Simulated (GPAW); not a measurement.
# GaN (F-43m) in GPAW: phonons with optB88-vdW

Aim: the phonons of GaN with optB88-vdW.

Program: GPAW 26.7.0. These are calculated values, not measurements. Logs are shortened: lines on timing, memory, paths and dates and some standing lists are left out, and cuts for length are marked. The log counts tension as positive stress, the text compression.

**Measured values to compare with.**

From a printed reference work, textbook, for a bulk crystal of GaN at 0 K: band gap 3.299 eV (direct).

The results are compared with them further down.

## 1. The structure

The structure is cubic, space group F-43m (No. 216). Conventional cell: a = 4.507 Å, b = 4.507 Å, c = 4.507 Å, α = 90.00°, β = 90.00°, γ = 90.00°. Around Ga (site symmetry -43m) lie 4 N at 1.95 Å. N (site symmetry -43m) is surrounded by 4 Ga at 1.95 Å.

The cell is a database's computed one.

## 2. Phonons, optB88-vdW

The input, run.py:

```python
import json
import numpy as np
from ase import Atoms
from ase.constraints import FixSymmetry
from ase.io import read, write
from ase.optimize import BFGS
from phonopy import Phonopy
from phonopy.structure.atoms import PhonopyAtoms
from gpaw import GPAW, PW

atoms = read('GaN.cif')

calc = GPAW(mode=PW(800),
            xc={'name': 'optB88-vdW', 'backend': 'libvdwxc'},
            kpts={'size': (10, 10, 10), 'gamma': True},
            occupations={'name': 'fermi-dirac', 'width': 0.05},
            nbands=11,
            convergence={'density': 1e-06, 'eigenstates': 1e-09},
            maxiter=150,
            legacy_gpaw=True,
            txt='gpaw.txt')
atoms.calc = calc
atoms.set_constraint(FixSymmetry(atoms))
BFGS(atoms, trajectory='relax.traj', logfile='-').run(fmax=0.005, steps=40)
atoms.set_constraint()
energy = atoms.get_potential_energy()
forces = atoms.get_forces()
calc.write('gs.gpw')
write('result.traj', atoms)
print('Cell:', atoms.cell.cellpar().round(4))
print(atoms.get_scaled_positions().round(5))

def force_constants(scale):
    unit = PhonopyAtoms(symbols=atoms.get_chemical_symbols(), cell=atoms.cell[:] * scale**(1 / 3),
                        scaled_positions=atoms.get_scaled_positions())
    ph = Phonopy(unit, supercell_matrix=np.diag([2, 2, 2]), primitive_matrix=np.eye(3), symprec=1e-4)
    ph.generate_displacements(distance=0.01)
    forces = []
    for i, sc in enumerate(ph.supercells_with_displacements):
        a = Atoms(sc.symbols, cell=sc.cell, scaled_positions=sc.scaled_positions, pbc=True)
        c = GPAW(mode=PW(800),
                 xc={'name': 'optB88-vdW', 'backend': 'libvdwxc'},
                 kpts={'size': (5, 5, 5), 'gamma': True},
                 occupations={'name': 'fermi-dirac', 'width': 0.05},
                 nbands=53,
                 convergence={'density': 1e-06, 'eigenstates': 1e-09},
                 maxiter=150,
                 legacy_gpaw=True,
                 txt=f'disp-{scale:.3f}-{i:02d}.txt')
        a.calc = c
        f = a.get_forces()
        forces.append(f - f.mean(axis=0))
        print(f'displacement {i}: drift', f.mean(axis=0).round(5), flush=True)
    ph.forces = forces
    ph.produce_force_constants()
    ph.symmetrize_force_constants()
    return ph

qpoints = [[0.0, 0.0, 0.0], [0.0, 0.0, 0.5], [0.0, 0.5, 0.0], [0.0, 0.5, 0.5], [0.5, 0.0, 0.0], [0.5, 0.0, 0.5], [0.5, 0.5, 0.0], [0.5, 0.5, 0.5]]
results = {}
for scale in [1.0]:
    ph = force_constants(scale)
    ph.run_qpoints(qpoints)
    nu = ph.qpoints.frequencies * 33.35641  # THz to cm^-1
    results[f'{scale:.3f}'] = nu.tolist()
    for qp, f in zip(qpoints, nu):
        print(scale, np.round(qp, 4), f.round(2))

path = atoms.cell.bandpath('GXWKGLUWLK,UX', npoints=60, eps=1e-4)
ph.run_qpoints(path.kpts)
results['path'] = (ph.qpoints.frequencies * 33.35641).tolist()
results['path_q'] = path.kpts.tolist()
x, ticks, names = path.get_linear_kpoint_axis()
results['axis'] = [x.tolist(), list(ticks), names]
ph.run_mesh([15, 15, 15], is_gamma_center=True)
ph.run_thermal_properties(temperatures=[0, 100, 200, 300, 500, 800], cutoff_frequency=0.05)
tp = ph.thermal_properties
results['thermal'] = [list(v) for v in (tp.temperatures, tp.free_energy, tp.entropy, tp.heat_capacity)]
for t, fv, s, cv in zip(*results['thermal']):
    print(f'{t:6.0f} K  F {fv:9.4f} kJ/mol  S {s:9.4f} J/K/mol  Cv {cv:9.4f} J/K/mol')
json.dump(results, open('phonons.json', 'w'))
```

The input, GaN.cif:

```cif
data_GaN
_cell_length_a 3.18693112
_cell_length_b 3.18693112
_cell_length_c 3.18693112
_cell_angle_alpha 60.00000000
_cell_angle_beta 60.00000000
_cell_angle_gamma 60.00000000
_space_group_name_H-M_alt 'P1'
_space_group_name_Hall 'P 1'
_space_group_IT_number 1
loop_
_space_group_symop_operation_xyz
'x,y,z'
loop_
_atom_site_label
_atom_site_type_symbol
_atom_site_symmetry_multiplicity
_atom_site_Wyckoff_symbol
_atom_site_fract_x
_atom_site_fract_y
_atom_site_fract_z
_atom_site_occupancy
Ga1 Ga 1 a 0.0000000000 0.0000000000 0.0000000000 1
N1 N 1 a 0.2500000000 0.2500000000 0.2500000000 1
```

Potentials or basis: GPAW PAW data sets (gpaw-data 1.2.1), pw.

Launch:

```
$ OMP_NUM_THREADS=1 python run.py
```

gpaw.txt:

```text
___ ___ ___ _ _ _
 |   |   |_  | | | |
 | | | | | . | | | |
 |__ |  _|___|_____|  26.7.0
 |___|_|

Input parameters:
  convergence: {density: 1e-06,
                eigenstates: 1e-09}
  kpts: {gamma: True,
         size: (10, 10, 10)}
  maxiter: 150
  mode: {ecut: 800.0,
         name: pw}
  nbands: 11
  occupations: {name: fermi-dirac,
                width: 0.05}
  xc: {backend: libvdwxc,
       name: optB88-vdW}

System changes: positions, numbers, cell, pbc, initial_charges, initial_magmoms

Initialize ...

species:
  Ga:
    name:    Gallium
    Z:       31.0
    valence: 3
    core:    28
    charge:  0.0  # [|e|]
    compensation charges:
      type: gauss
      rc: 0.37  # [Å]
      lmax: 2
    cutoffs:
      filter: 2.06  # [Å]
      core: 4.17  # [Å]
    projectors
    | kind |    occ | energy [eV] | rcut [Å] |
    |------|--------|-------------|----------|
    |   4s |  2.000 |      -8.945 |    1.164 |
    |   4p |  1.000 |      -2.580 |    1.164 |
    |    s |        |      18.266 |    1.164 |
    |    p |        |      24.631 |    1.164 |
    |    d |        |       0.000 |    1.164 |

    Using partial waves for Ga as LCAO basis

  N:
    name:    Nitrogen
    Z:       7.0
    valence: 5
    core:    2
    charge:  0.0  # [|e|]
    compensation charges:
      type: gauss
      rc: 0.18  # [Å]
      lmax: 2
    cutoffs:
      filter: 1.11  # [Å]
      core: 0.96  # [Å]
    projectors
    | kind |    occ | energy [eV] | rcut [Å] |
    |------|--------|-------------|----------|
    |   2s |  2.000 |     -18.583 |    0.603 |
    |   2p |  3.000 |      -7.089 |    0.529 |
    |    s |        |       8.629 |    0.603 |
    |    p |        |      20.123 |    0.529 |
    |    d |        |       0.000 |    0.577 |

    Using partial waves for N as LCAO basis

Reference energy: -54366.393033  # eV

Spin-paired calculation

Convergence criteria:
 Maximum [total energy] change in last 3 cyles: 0.0005 eV / valence electron
 Maximum integral of absolute [dens]ity change: 1e-06 electrons / valence electron
 Maximum integral of absolute [eigenst]ate change: 1e-09 eV^2 / valence electron
 Maximum number of scf [iter]ations: 150
 (Square brackets indicate name in SCF output, whereas a 'c' in
 the SCF output indicates the quantity has converged.)

Symmetries present (total): 24

  ( 1  0  0)  ( 1  0  0)  ( 1  0 -1)  ( 1  0 -1)  ( 1 -1  0)  ( 1 -1  0)
  ( 0  1  0)  ( 0  0  1)  ( 0  1 -1)  ( 0  0 -1)  ( 0 -1  1)  ( 0 -1  0)
  ( 0  0  1)  ( 0  1  0)  ( 0  0 -1)  ( 0  1 -1)  ( 0 -1  0)  ( 0 -1  1)

  ( 0  1  0)  ( 0  1  0)  ( 0  1 -1)  ( 0  1 -1)  ( 0  0  1)  ( 0  0  1)
  ( 1  0  0)  ( 0  0  1)  ( 1  0 -1)  ( 0  0 -1)  ( 1  0  0)  ( 0  1  0)
  ( 0  0  1)  ( 1  0  0)  ( 0  0 -1)  ( 1  0 -1)  ( 0  1  0)  ( 1  0  0)

  ( 0  0 -1)  ( 0  0 -1)  ( 0 -1  1)  ( 0 -1  1)  ( 0 -1  0)  ( 0 -1  0)
  ( 1  0 -1)  ( 0  1 -1)  ( 1 -1  0)  ( 0 -1  0)  ( 1 -1  0)  ( 0 -1  1)
  ( 0  1 -1)  ( 1  0 -1)  ( 0 -1  0)  ( 1 -1  0)  ( 0 -1  1)  ( 1 -1  0)

  (-1  1  0)  (-1  1  0)  (-1  0  1)  (-1  0  1)  (-1  0  0)  (-1  0  0)
  (-1  0  1)  (-1  0  0)  (-1  1  0)  (-1  0  0)  (-1  1  0)  (-1  0  1)
  (-1  0  0)  (-1  0  1)  (-1  0  0)  (-1  1  0)  (-1  0  1)  (-1  1  0)

1000 k-points: 10 x 10 x 10 Monkhorst-Pack grid + [1/20,1/20,1/20]
47 k-points in the irreducible part of the Brillouin zone
       k-points in crystal coordinates                weights
   0:     0.00000000    0.00000000    0.00000000          1/1000
   1:     0.10000000    0.10000000    0.00000000          6/1000
   2:     0.10000000    0.10000000    0.10000000          8/1000
   3:     0.20000000    0.10000000    0.10000000         12/1000
   4:     0.20000000    0.20000000    0.00000000          6/1000
   5:     0.20000000    0.20000000    0.10000000         24/1000
   6:     0.20000000    0.20000000    0.20000000          8/1000
   7:     0.30000000    0.20000000    0.10000000         24/1000
   8:     0.30000000    0.20000000    0.20000000         24/1000
   9:     0.30000000    0.30000000    0.00000000          6/1000
          ...
  46:     0.50000000    0.50000000    0.50000000          4/1000

Wave functions: Plane wave expansion
  Cutoff energy: 800.000 eV
  Number of coefficients (min, max): 1156, 1243
  Pulay-stress correction: 0.000000 eV/Ang^3 (de/decut=0.000000)
  Using FFTW library
  ScaLapack parameters: grid=1x1, blocksize=None
  Wavefunction extrapolation:
    Improved wavefunction reuse through dual PAW basis

Occupation numbers: Fermi-Dirac:
  width: 0.0500  # eV

Eigensolver
   Davidson(niter=2)

Densities:
  Coarse grid: 21*21*21 grid
  Fine grid: 42*42*42 grid
  Total Charge: 0.000000

Density mixing:
  Method: separate
  Backend: msr1
  Linear mixing parameter: 0.05
  old densities: 10
  Width of damping distribution: 1.1
  Damping of long wavelength oscillations: 20

Hamiltonian:
  XC and Coulomb potentials evaluated on a 42*42*42 grid
  Using the optB88 Exchange-Correlation functional
  External potential:
    NoExternalPotential

XC parameters: optB88 with libvdwxc
  Mode: serial
  Semilocal: GGA_X_OPTB88_VDW+LDA_C_PW with 2 nearest neighbor stencil
  Corresponding non-local functional: vdW-DF
  Local blocksize: 42 x 42 x 42
  PAW datasets: PBE

Number of atoms: 2
Number of atomic orbitals: 8
Number of bands in calculation: 11
Number of valence electrons: 8
Bands to converge: occupied

... initialized

Initializing position-dependent things.

Density initialized from atomic densities
Creating initial wave functions:
  8 bands from LCAO basis set
  3 bands from random numbers

            N
       Ga

Atomic positions and initial magnetic moments

Positions:
   0 Ga     0.000000    0.000000    0.000000    ( 0.0000,  0.0000,  0.0000)
   1 N      1.593466    0.919988    0.650530    ( 0.0000,  0.0000,  0.0000)

Unit cell:
           periodic     x           y           z      points  spacing
  1. axis:    yes    3.186931   -0.000000   -0.000000    21     0.1239
  2. axis:    yes    1.593466    2.759963   -0.000000    21     0.1239
  3. axis:    yes    1.593466    0.919988    2.602118    21     0.1239

  Lengths:   3.186931   3.186931   3.186931
  Angles:   60.000000  60.000000  60.000000

Effective grid spacing dv^(1/3) = 0.1352

iter:   1   -38.883418
iter:   2   -38.325334   -2.09  -0.54
iter:   3   -36.839024   -0.69  -0.60
iter:   4   -36.832361   -2.62  -1.22
iter:   5   -36.829525   -2.81  -1.41
iter:   6   -36.828622c  -4.06  -2.29
iter:   7   -36.828625c  -4.99  -2.88
iter:   8   -36.828619c  -6.47  -3.34
iter:   9   -36.828619c  -7.23  -4.17
iter:  10   -36.828619c  -8.39  -4.53
iter:  11   -36.828619c  -9.17c -5.38
iter:  12   -36.828619c -10.94c -5.70
iter:  13   -36.828619c -11.93c -6.62c

Converged after 13 iterations.

Dipole moment: (-1.616090, -0.933050, -0.659766) |e|*Ang

Energy contributions relative to reference atoms: (reference = -54366.393033)

Kinetic:        +37.198824
Potential:      -32.748629
External:        +0.000000
XC:             -41.415033
Entropy (-ST):   -0.000000
Local:           +0.136219
SIC:             +0.000000
--------------------------
Free energy:    -36.828619
Extrapolated:   -36.828619

Non-local optB88 correlation energy: 1.190241
Semilocal GGA_X_OPTB88_VDW+LDA_C_PW energy: -119.200459
(Not including atomic contributions)
Showing only first 2 kpts
 Kpt  Band  Eigenvalues  Occupancy
  0     2      6.24274    2.00000
  0     3      6.24278    2.00000
  0     4      8.17986    0.00000
  0     5     16.66137    0.00000

  1     2      5.92981    2.00000
  1     3      5.92984    2.00000
  1     4      9.27616    0.00000
  1     5     15.83231    0.00000

Fermi level: 7.17431

Gap: 1.937 eV
Transition (v -> c):
  (s=0, k=0, n=3, [0.00, 0.00, 0.00]) -> (s=0, k=0, n=4, [0.00, 0.00, 0.00])
No difference between direct/indirect transitions

Forces in eV/Ang:
  0 Ga   -0.00000   -0.00000   -0.00000
  1 N    -0.00000    0.00000   -0.00000

Writing to gs.gpw (mode='')
```

It took 7.4 min on 1 thread of AMD EPYC 9R45 (Zen 5), shared host; peak memory 1 GiB.

What came out:

```yaml
Free_energy: -36.8286 eV
Band_gap_on_the_k_mesh: 1.94 eV, direct
Highest_phonon_frequency_LO-TO_splitting_left_out: 738 cm⁻¹
```

Final structure:
```
Ga N
1.0
     3.18693    0.00000    0.00000
     1.59347    2.75996    0.00000
     1.59347    0.91999    2.60212
Ga N
1 1
Direct
  0.00000 0.00000 0.00000
  0.25000 0.25000 0.25000
```

Levels at points of the mesh, in eV from the valence-band top:
```
           k point  band 2  band 3  band 4  band 5  band 6  band 7
(0.00, 0.00, 0.00)    0.00    0.00    0.00    1.94   10.42   10.42
(0.50, 0.50, 0.00)   -6.13   -2.62   -2.62    3.51    6.78   11.81
(0.50, 0.50, 0.50)   -6.92   -0.94   -0.94    4.80    8.87   10.43
```

Phonon frequencies in cm⁻¹ (negative: imaginary):
```
              q point              frequencies
(0.000, 0.000, 0.000)        0 0 0 610 610 610
(0.000, 0.000, 0.500)  126 126 359 632 632 738
(0.000, 0.500, 0.000)  126 126 359 632 632 738
(0.000, 0.500, 0.500)  182 182 370 667 667 729
(0.500, 0.000, 0.000)  126 126 359 632 632 738
(0.500, 0.000, 0.500)  182 182 370 667 667 729
(0.500, 0.500, 0.000)  182 182 370 667 667 729
(0.500, 0.500, 0.500)  126 126 359 632 632 738
```

Caveat: the LO-TO splitting is left out; phonon bands are interpolated from a small supercell.

## 3. How close it comes

Step 2. A measured gap of GaN is 3.299 eV (direct; 0 K; a printed reference work, textbook); the calculated 1.94 eV misses it by -1.36 eV. Spin-orbit coupling on Ga is left out. The value is that of optB88-vdW, without temperature or zero-point motion. The cell is a database's relaxed one, not the measured one, which moves gaps too.
